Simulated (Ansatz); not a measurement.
Wanted: the native input for an Ansatz 0.2.0 run.

```
Task                : density of states
Functional          : PBEsol
Dispersion          : D4
Potentials or basis : Ansatz PAW polarizable
Cutoff              : 420 eV (not typed: the program's choice for these potentials)
k mesh              : 10 × 10 × 6
Occupations         : tetrahedron
Spin                : no spin polarisation
```

Crystal: Ti2O.

```
CELL_PARAMETERS angstrom
2.91940 0.00000 0.00000
-1.45970 2.52827 0.00000
0.00000 0.00000 4.71300
ATOMIC_POSITIONS crystal
Ti 0.33333 0.66667 0.72126
Ti 0.66667 0.33333 0.27874
O 0.00000 0.00000 0.00000
```

One way to write it, as run:

input.yaml

```yaml
crystal:
  lattice:
    - [2.9194, 0.0, 0.0]
    - [-1.4597, 2.5282745638, 0.0]
    - [0.0, 0.0, 4.713]
  atoms:
    - { symbol: Ti, position: [0.3333333333, 0.6666666667, 0.72126] }
    - { symbol: Ti, position: [0.6666666667, 0.3333333333, 0.27874] }
    - { symbol: O, position: [0.0, 0.0, 0.0] }
hamiltonian:
  xc: pbesol
  pseudopotentials: { kind: paw, partial_waves: polarizable }
  dispersion: d4
kpoints:
  mp_grid: { grid: [10, 10, 6] }
scf:
  occupations: { method: tetrahedron }
  n_extra_bands: 7
output:
  forces: true
  stress: true
  dos: { projected: false, de: 0.05, nscf_kmesh: { grid: [15, 15, 9] } }
  write_density: true
  write_potential: true
  elf: true
  volumetric_format: npy
```

Potentials or basis: Ansatz PAW polarizable.

The run is started by

```sh
$ ansatz run input.yaml --threads 2 --pin off --max-ram 5120MiB --backend cpu --events-out ev --progress --plain --runs-dir out
```

It gave:

```json
{
 "Pressure": "2.6 GPa",
 "Largest force": "1.270 eV/Å",
 "Band gap on the k mesh": "none (metal or under the smearing width)",
 "Density of states at the Fermi level": "0.80 states/eV per cell"
}
```

Caveat: the pressure holds a Pulay correction of +0.4 GPa for the finite cutoff; semilocal functionals often make such compounds metallic where correlation or magnetic order opens a gap, which also shifts bond lengths; pairwise dispersion overbinds metals, which lowers pressure and volume; the PAW data sets come from PBE, with cores solved anew for the run's functional, which leaves a small shift of forces and pressure; forces of over 1 eV/Å show positions far from the minimum, so gaps and moduli don't describe the material at rest; with tetrahedron occupations forces and stress needn't match the slope of the energy.

Run time: 3.2 s on 2 threads of Arm Neoverse V1, with other jobs on the host, peak memory 0.39 GiB.
